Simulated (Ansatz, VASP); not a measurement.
# AlP: VASP beside Ansatz

```
CELL_PARAMETERS angstrom
0.00000 2.72550 2.72550
2.72550 0.00000 2.72550
2.72550 2.72550 0.00000
ATOMIC_POSITIONS crystal
Al 0.00000 0.00000 0.00000
P 0.25000 0.25000 0.25000
```

Alike in both runs: task relaxation of cell and atoms; functional r2SCAN; k mesh 8 × 8 × 8; occupations gaussian, width 0.02 eV; no spin polarisation.

|  | VASP | Ansatz |
| --- | --- | --- |
| version | VASP 6.6.1 | Ansatz 0.2.0 |
| potentials or method | VASP PAW PBE potentials, release 64 (Al, P) | scalar-relativistic, plane waves, PAW |
| plane-wave cutoff (eV) | 600 | 500 |
| valence electrons in the cell | 8 | 8 |

```tsv
	VASP	Ansatz	Ansatz less VASP
gap on the k mesh at the Fermi level, each at its own relaxed structure (eV)	1.92	1.93	+0.005
relaxed volume (Å³/atom)	20.48	20.55	+0.072
relaxed cell length with the largest relative difference (Å)	3.869	3.874	+0.0045
energy change over the relaxation (meV/atom)	-1	-1	-0.5
```

Caveats: the PAW data sets were made with another functional, which shifts forces and pressure a little (VASP). Zero-point motion and thermal expansion aren't in these numbers. r2SCAN opens gaps a little over a GGA but as a rule still falls short of measured ones.
